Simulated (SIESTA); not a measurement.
# Au in SIESTA: the effect of basis

Au:

```
CELL_PARAMETERS angstrom
0.00000 2.03500 2.03500
2.03500 0.00000 2.03500
2.03500 2.03500 0.00000
ATOMIC_POSITIONS crystal
Au 0.00000 0.00000 0.00000
```

Alike in all runs:

- Program: SIESTA 5.4.2
- Task: band structure
- Functional: PBEsol
- Potentials or basis: PseudoDojo 0.4 standard (PBEsol files)
- Grid cutoff: 800 Ry
- Energy shift: 0.003 Ry
- k mesh: 11 × 11 × 11
- Occupations: fermi-dirac, width 0.05 eV
- Spin: no spin polarisation

Q: One run gave: pressure 30.3 GPa. Which basis did it use?
A. TZP
B. SZ
C. DZ
D. TZDP
E. DZP

A: B.

```tsv
basis	pressure (GPa)
SZ	30.3
SZP	-1.2
DZ	-2.6
DZP	3.2
TZP	2.0
TZDP	2.4
```

Caveats: short orbitals over semicore shells can move pressures by several GPa; the basis of atomic orbitals isn't converged, which shifts pressures, moduli and gaps; the basis has no polarisation orbitals (some runs); a pressure of tens of GPa on the cell as given is suspect, and the run, the potentials or the cell itself is likely at fault (some runs).
